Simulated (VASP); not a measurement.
The system is SiC.

```
Si C
1.0
     3.07600    0.00000    0.00000
    -1.53800    2.66389    0.00000
     0.00000    0.00000    5.04800
Si C
2 2
Direct
  0.33333 0.66667 0.00000
  0.66667 0.33333 0.50000
  0.33333 0.66667 0.38500
  0.66667 0.33333 0.88500
```

```yaml
Program: VASP 6.6.1
Task: relaxation of cell and atoms
Functional: PBE
Potentials_or_basis: VASP PAW PBE potentials, release 64 (Si, C)
Cutoff: 520 eV
k_mesh: 13 × 13 × 7
Occupations: gaussian, width 0.1 eV
Spin: no spin polarisation
```

At the start: pressure 3.6 GPa; volume 10.34 Å³/atom.

Task: How do energy, volume and symmetry change on relaxing?

Result: Over 7 steps the energy falls by 10.7 meV/atom and the volume is 10.50 Å³/atom (+1.5 %); space group P6_3mc (No. 186, to 0.05 Å).

Step by step:
```
step  energy change (eV)  largest force (eV/Å)  pressure (GPa)  volume (Å³)
   1              0.0000                0.7527            3.64        41.36
   2             -0.0031                0.6253           -3.56        42.78
   3             -0.0397                0.0850           -0.45        42.09
   4             -0.0427                0.0245            0.05        41.99
   5             -0.0428                0.0122            0.00        42.00
   6             -0.0428                0.0115            0.00        42.00
   7             -0.0428                0.0004            0.00        42.00
```

Final structure:
```
Si C
1.0
     3.09170    0.00000    0.00000
    -1.54585    2.67749    0.00000
     0.00000    0.00000    5.07409
Si C
2 2
Direct
  0.33333 0.66667 0.00459
  0.66667 0.33333 0.50459
  0.33333 0.66667 0.38041
  0.66667 0.33333 0.88041
```
